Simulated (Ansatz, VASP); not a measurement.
# Cross-check of Zn4Se3S between VASP and Ansatz, part 2 of 2

Wanted: the spread between two codes on one cell, functional and k mesh. The cell is generated by rule, not measured, and may not be a known phase. The cell is taken from a series of runs on this material, whose earlier steps may have relaxed, scaled, displaced or heated it; both programs get it as it stands.

VASP 6.6.1 and Ansatz 0.2.0.

So far: Starting point; VASP: relaxation of cell and atoms, LDA.

The structure was built from a prototype and need not be the compound's stable phase.

### Step 3. Ansatz: relaxation of cell and atoms, LDA

Level of this step: Ansatz beside VASP: Kohn-Sham DFT, plane waves, LDA (Ansatz).

Ansatz runs on its default PAW (the set named soft_2) files.

The same cell, functional (in two slightly different forms) and mesh now go to Ansatz, which takes its cutoff from its data sets.

Input file input.yaml:

```yaml
crystal:
  lattice:
    - [3.8805681664, 0.0, 0.0]
    - [-1.9402840832, 3.3606706132, 0.0]
    - [0.0, 0.0, 12.7666278865]
  atoms:
    - { symbol: S, position: [0.3333333333, 0.6666666667, 0.188349537] }
    - { symbol: Se, position: [0.6666666667, 0.3333333333, 0.4318398512] }
    - { symbol: Se, position: [0.3333333333, 0.6666666667, 0.6867413989] }
    - { symbol: Se, position: [0.6666666667, 0.3333333333, 0.9415614409] }
    - { symbol: Zn, position: [0.3333333333, 0.6666666667, 0.0083820334] }
    - { symbol: Zn, position: [0.6666666667, 0.3333333333, 0.242288153] }
    - { symbol: Zn, position: [0.3333333333, 0.6666666667, 0.4979855654] }
    - { symbol: Zn, position: [0.6666666667, 0.3333333333, 0.7528520203] }
kpoints:
  mp_grid: { grid: [9, 9, 2] }
hamiltonian:
  xc: lda
scf:
  occupations: { method: fixed }
output:
  forces: true
  stress: true
  eigenvalues: true
relax:
  adjacent_minimum: "off"
  f_tol: 0.001
  max_steps: 60
  cell: { stress_tol: 0.01 }
```

Started as:

```sh
> ansatz run input.yaml --threads 8 --pin off --max-ram 14336MiB --backend cpu --events-out ev --progress --plain --runs-dir out
```

Numbers of over 12 decimals in the logs are rounded to 6 here.

Log:

```text
Engine: ansatz 0.2.0, x86_64-unknown-linux-gnu
Pseudopotentials: kind: paw
Pseudopotential: S, paw, valence charge 6, recommended cutoff 420 eV (normal), S.paw.azcp
Pseudopotential: Se, paw, valence charge 16, recommended cutoff 420 eV (normal), Se.paw.azcp
Pseudopotential: Zn, paw, valence charge 12, recommended cutoff 420 eV (normal), Zn.paw.azcp
Functional definition: SPW92
  exchange = slater_x
  correlation = pw_c
Crystal: 8 atoms, lattice volume = 166.494 Å³
Basis set: ecut = 420 eV, 3283 PW (Γ)
Bands: 62, of which v1, the nominal top of the filled ones, is band 51 counted from 1 (50 counted from 0)
Symmetry: 6 space group operations
Space group: P3m1 (ITA 156), of the structure as read, at distance tolerance 5.5e-5 Å
k-points: 24 of 162 (time reversal used)
Non-local potential: S, projectors of the file, l = 0: 2, l = 1: 2, l = 2: 2
Non-local potential: Se, projectors of the file, l = 0: 2, l = 1: 2, l = 2: 3, l = 3: 1
Non-local potential: Zn, projectors of the file, l = 0: 2, l = 1: 2, l = 2: 3, l = 3: 1
PAW form: soft (Blöchl's): semilocal exchange-correlation on the pseudo side does not see the compensation charge
PAW frozen core: S, regenerated for the run's functional, and the local potential with it (the file was generated under x = pbe(κ = 0.804, μ = 0.219515), c = pbe(β = 0.066725))
PAW frozen core: Se, regenerated for the run's functional, and the local potential with it (the file was generated under x = pbe(κ = 0.804, μ = 0.219515), c = pbe(β = 0.066725))
PAW frozen core: Zn, regenerated for the run's functional, and the local potential with it (the file was generated under x = pbe(κ = 0.804, μ = 0.219515), c = pbe(β = 0.066725))
PAW one-centre angular grid: S, 110 points (default); XC on 64 Gauss nodes
PAW one-centre angular grid: Se, 590 points (default); XC on 64 Gauss nodes
PAW one-centre angular grid: Zn, 590 points (default); XC on 64 Gauss nodes
Initial density: superposition of atomic densities (neutral atoms: chi_scale 0, normalization atom), corrected by the library's trained network
Initial wavefunctions: pseudopotential atomic-orbital guess
Functional: x = slater, c = lda
SCF iter   1: F=—  HF=-30009.895924 eV  |F-HF|=—  |Δ(HF+E_count)|=         —  Δρ=5.80e-3  dr2=3.89e-2  ethr=1.77e-3  ⟨swp⟩=4.9  Hψ=5138  notcnv=0  defer=207
preconditioner: auto → Resta (q_TF=auto, 2.514 Å⁻¹)  ε∞=5.8  [insulator: Δε(μ)=1.338 eV  Ē_g=11.192 eV  n_scr=52 (ndim 8)  ℏωp=24.4 eV  f_vac=0.077  ε∞_Penn≈5.8]
SCF iter   2: F=—  HF=-30009.885608 eV  |F-HF|=—  |Δ(HF+E_count)|=   1.03e-2  Δρ=2.59e-3  dr2=1.01e-2  ethr=3.81e-5  ⟨swp⟩=2.0  Hψ=2544  notcnv=0  defer=216
SCF iter   3: F=—  HF=-30009.883931 eV  |F-HF|=—  |Δ(HF+E_count)|=   1.68e-3  Δρ=1.85e-3  dr2=2.75e-3  ethr=9.92e-6  ⟨swp⟩=2.0  Hψ=2171  notcnv=0  defer=216
SCF iter   4: F=—  HF=-30009.882769 eV  |F-HF|=—  |Δ(HF+E_count)|=   1.16e-3  Δρ=3.60e-4  dr2=1.77e-4  ethr=2.69e-6  ⟨swp⟩=2.0  Hψ=2168  notcnv=0  defer=216
SCF iter   5: F=—  HF=-30009.882768 eV  |F-HF|=—  |Δ(HF+E_count)|=   1.28e-6  Δρ=8.22e-5  dr2=1.40e-5  ethr=1.73e-7  ⟨swp⟩=2.6  Hψ=2449  notcnv=0  defer=137
SCF iter   6: F=—  HF=-30009.882776 eV  |F-HF|=—  |Δ(HF+E_count)|=   7.80e-6  Δρ=3.20e-5  dr2=1.90e-6  ethr=1.38e-8  ⟨swp⟩=2.5  Hψ=2626  notcnv=0  defer=136
SCF iter   7: F=—  HF=-30009.882776 eV  |F-HF|=—  |Δ(HF+E_count)|=   7.08e-7  Δρ=2.95e-5  dr2=8.98e-7  ethr=1.86e-9  ⟨swp⟩=2.0  Hψ=2552  notcnv=0  defer=136
SCF iter   8: F=-30009.882776 eV  HF=-30009.882776 eV  |F-HF|=9.11e-9  |Δ(HF+E_count)|=   5.28e-7  Δρ=6.53e-6  dr2=5.60e-8  ethr=9.80e-11  ⟨swp⟩=11.2  Hψ=9212  notcnv=0
SCF 1 converged in 8 iterations: F = -30009.882776 eV  dr2 = 5.60e-8
  greatest PAW one-centre occupation: 1.000 electrons in one spin orbital (limit 2), on the Se atom at site 2 (counted from 0), in its partial waves of l = 2
relax step   1: F+E_penalty+E_count = -30009.88277577 eV  Δ(F+E_penalty+E_count) = +0.000e0 eV  max|allowed force component| = 1.588e-3 eV/Å  Δτ_max = 0.0000 Å  P = -0.001 GPa  Ω = 166.494 Å³  (8 SCF iters, dr2 threshold 1.00e-7 eV, accepted)
[...]
relax step   2: F+E_penalty+E_count = -30009.88277675 eV  Δ(F+E_penalty+E_count) = -9.786e-7 eV  max|allowed force component| = 7.031e-4 eV/Å  Δτ_max = 0.0001 Å  P = -0.001 GPa  Ω = 166.491 Å³  energy of the carried Pulay correction = +7.318e-7 eV  (6 SCF iters, dr2 threshold 1.58e-10 eV, accepted)
[...]
relax step   3: F+E_penalty+E_count = -30009.88277506 eV  Δ(F+E_penalty+E_count) = +1.697e-6 eV  max|allowed force component| = 7.019e-4 eV/Å  Δτ_max = 0.0000 Å  P = -0.001 GPa  Ω = 166.491 Å³  stress off target by 2.56e-3 GPa  SCF on the basis re-selected at this cell (its energy is not comparable with the rows above)  (5 SCF iters)
basis re-selected at this cell: Δ(F+E_penalty+E_count) = +1.697e-6 eV, ΔP = +0.000 GPa vs the last step (what re-selecting the basis moved, of the pressure what is left beyond the Pulay correction that the steps carried, after the strain that the cell walked since its last selection, with what the two solves' SCF thresholds leave and, on support functions, any second-order correction that the steps lacked; it is no m [...]
SCF converged after 5 iterations
Free energy (F): -30009.882775 eV
Harris-Foulkes:  -30009.882775 eV  (|F-HF|=3.64e-12)
Internal energy: -30009.882775 eV  (E = F + TS)
E sigma→0 (E₀):  -30009.882775 eV
Fermi energy:    7.143755 eV
--- Per-component energies (eV) ---
  E_band       = -1124.168434
  E_kinetic    = 996.628331
  E_local      = -15685.005372  (includes V_loc(G=0)·N_el)
  E_nonlocal   = 728.074384
  E_hartree    = 7195.906604
  E_xc         = -951.915988
  E_vxc        = -600.944072  (∫ρ·V_xc dr)
  E_paw        = -13073.532216  (= ΣΔE_a)
  E_vpaw       = -954.731648  (= ΣTr[D̂ρ^β])
  E_aug_tail   = -0.003214  (compensation charges beyond the density's cutoff)
  E_ewald      = -9233.069153
  E_core_change = 13.033850  (= ΣΔE_core)
  E_smearing   = -0.000000  (= −TS)
  E_closure    = 0.000000  (closes the sum)
  Σ components = -30009.882775   (vs F -30009.882775, Δ=0.00e0)
--- Forces (eV/Å), atoms counted from 1 ---
  atom   1  S      0.00000000     0.00000000    -0.00045771
  atom   2  Se     0.00000000    -0.00000000    -0.00019648
  atom   3  Se     0.00000000     0.00000000    -0.00041037
  atom   4  Se     0.00000000    -0.00000000    -0.00054600
  atom   5  Zn     0.00000000     0.00000000     0.00069248
  atom   6  Zn     0.00000000    -0.00000000     0.00001381
  atom   7  Zn     0.00000000     0.00000000     0.00035232
  atom   8  Zn     0.00000000    -0.00000000     0.00047686
  max |Σ_I F_I| component: 7.51e-5 eV/Å
--- Stress (GPa, compression-positive) ---
        0.000521      -0.000000      -0.000000
       -0.000000       0.000521       0.000000
       -0.000000       0.000000      -0.002557
  P = ⅓ Tr σ = -0.0005 GPa (-0.005 kbar)
--- Band table (eV; the first three rows and the last of 24) ---
  k-point 0: bands = [... 47 lower, 6.7180, 6.9029, 7.1438, 7.1438, 8.5007, 9.4162, 9.9463, 10.1231, ... 7 higher]
  k-point 1: bands = [... 47 lower, 6.8689, 6.8689, 7.0723, 7.0723, 9.2737, 9.6564, 9.7631, 9.8029, ... 7 higher]
  k-point 2: bands = [... 47 lower, 6.2903, 6.5349, 6.7901, 7.0161, 9.2890, 10.0783, 10.5984, 10.7710, ... 7 higher]
  k-point 23: bands = [... 47 lower, 4.8012, 5.0372, 5.0673, 5.1135, 11.2662, 11.3931, 11.5932, 11.6830, ... 7 higher]
--- Relaxed structure (2 steps of the walk, 2 accepted, 1 SCFs on fresh bases) ---
  F+E_penalty+E_count = -30009.88277506 eV   max|allowed force component| = 7.019e-4 eV/Å   (the final SCF, on the basis selected at the relaxed cell)
  cell:  # Å, volume = 166.4913 Å³
    - [3.880521, 0, 0]
    - [-1.940260, 3.360629, 0]
    - [0, 0, 12.766765]
  atoms:
    - { symbol: S, position: [0.333333, 0.666667, 0.188352] }
    - { symbol: Se, position: [0.666667, 0.333333, 0.431840] }
    - { symbol: Se, position: [0.333333, 0.666667, 0.686735] }
    - { symbol: Se, position: [0.666667, 0.333333, 0.941553] }
    - { symbol: Zn, position: [0.333333, 0.666667, 0.00838915] }
    - { symbol: Zn, position: [0.666667, 0.333333, 0.242292] }
    - { symbol: Zn, position: [0.333333, 0.666667, 0.497987] }
    - { symbol: Zn, position: [0.666667, 0.333333, 0.752851] }
```

### Step 4. Side by side

Known differences besides the potentials themselves: the two LDA forms differ slightly; fixed occupations in Ansatz, narrow Gaussian smearing in VASP; the data sets hold 102 valence electrons in Ansatz (on its default PAW (the set named soft_2) files) and 72 in VASP; the cutoff is 420 eV in Ansatz and 500 eV in VASP; VASP's log shows a relativistic correction to its local exchange, Ansatz's none; Ansatz adds a Pulay correction to the stress that steers its cell, VASP none. Total energies have different zeros and are not compared.

Compared:

| quantity | Ansatz | VASP | difference |
| --- | --- | --- | --- |
| volume (Å³) | 166.49 | 167.25 | -0.45 % |
| edge a after relaxation, in the typed setting (Å) | 3.881 | 3.886 | -0.15 % |
| edge c after relaxation, in the typed setting (Å) | 12.767 | 12.786 | -0.15 % |

### Step 5. What came out

```
difference in volume (relaxation of cell and atoms, LDA) : -0.45 %
```

In words: The difference in volume is -0.45 % (relaxation of cell and atoms, LDA), within the 1.2 % picked in this series as the mark of a large difference, as far as the stopping tolerances let one tell. The data sets hold unlike numbers of valence electrons (102 in Ansatz and 72 in VASP), so part of the differences comes from the potentials. 1 further run of this series is not shown here. Such differences can come from data sets, numerical settings and the points named under the comparisons, not from the functional's error against experiment.

[Lines on the potential files, build, host, timing and source positions are cut from VASP's logs without a mark.]

[Logs are printed without paths, hosts, clocks, repeated set-up lines and the standing remarks that a program may print on its own settings, such as how far it seeks lower states.]

[Hosts, paths, dates, database ids (printed as entryN), source tags and the programs' standing remarks are cut or masked in the printed files.]
